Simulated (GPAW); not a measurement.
Here is a GPAW 26.7.0 calculation.

The input run.py:

```python
from ase.filters import FrechetCellFilter
from ase.io import read, write
from ase.optimize import BFGS
from gpaw import GPAW, PW

atoms = read('POSCAR')

calc = GPAW(mode=PW(600),
            xc='MGGA_X_TPSS+MGGA_C_TPSS',
            kpts={'size': (8, 8, 8), 'gamma': True},
            occupations={'name': 'fermi-dirac', 'width': 0.05},
            nbands=15,
            convergence={'density': 1e-05, 'energy': 1e-05},
            eigensolver='davidson',
            maxiter=150,
            txt='gpaw.txt')
atoms.calc = calc
opt = BFGS(FrechetCellFilter(atoms), trajectory='relax.traj', logfile='-')
done = opt.run(fmax=0.02, steps=60)
calc.write('gs.gpw')
write('result.traj', atoms)
print('Converged:', done)
print('Cell:', atoms.cell.cellpar().round(4))
print('Volume:', round(atoms.get_volume(), 4))
print(atoms.get_scaled_positions().round(5))
```

File POSCAR:

```
Nb
1.0
    2.7196400000      0.0000000000      0.0000000000
    0.0000000000      2.7196400000      0.0000000000
    0.0000000000      0.0000000000      2.7196400000
Nb
1
Direct
    0.5000000000      0.5000000000      0.5000000000
```

Potentials or basis: GPAW PAW data sets (gpaw-data 1.2.1), pw.

Run with:

```sh
$ OMP_NUM_THREADS=1 python run.py
```

(1) What does it give for the band gap on the k mesh?

(2) Estimate the relaxed cell.

(3) What does it give for the space group after relaxing (to 0.05 Å)?

Results:

(1) none (metal or under the smearing width).

(2) a = 2.690 Å, b = 2.690 Å, c = 2.690 Å, α = 90.00°, β = 90.00°, γ = 90.00°.

(3) Pm-3m (No. 221).

Caveat: later steps reuse the first step's grids.
